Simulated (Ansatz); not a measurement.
A run of Ansatz 0.2.0 is set up as follows.

The input input.yaml:

```yaml
crystal:
  lattice:
    - [2.9, 0.0, 0.0]
    - [-1.45, 2.511473671, 0.0]
    - [0.0, 0.0, 4.88]
  atoms:
    - { symbol: Au, position: [0.6666666667, 0.3333333333, 0.25] }
    - { symbol: Au, position: [0.3333333333, 0.6666666667, 0.75] }
hamiltonian:
  xc: pbesol
  pseudopotentials: { kind: paw }
kpoints:
  mp_grid: { grid: [11, 11, 6] }
scf:
  occupations: { method: fermi_dirac, width: 0.05 }
output:
  forces: true
  stress: true
  eigenvalues: true
  write_density: true
  write_potential: true
  elf: true
  volumetric_format: npy
relax:
  f_tol: 0.01
  max_steps: 40
  cell: { stress_tol: 0.05, p_target: 10.0 }
```

Potentials or basis: Ansatz PAW.

The run is started by

```console
$ ansatz run input.yaml --threads 2 --pin off --max-ram 5632MiB --backend cpu --events-out ev --progress --plain --runs-dir out
```

(1) Predict the band gap on the k mesh.

(2) Estimate the space group after relaxing (to 0.05 Å).

## Answers

(1) none (metal or under the smearing width).

(2) P6_3/mmc (No. 194).
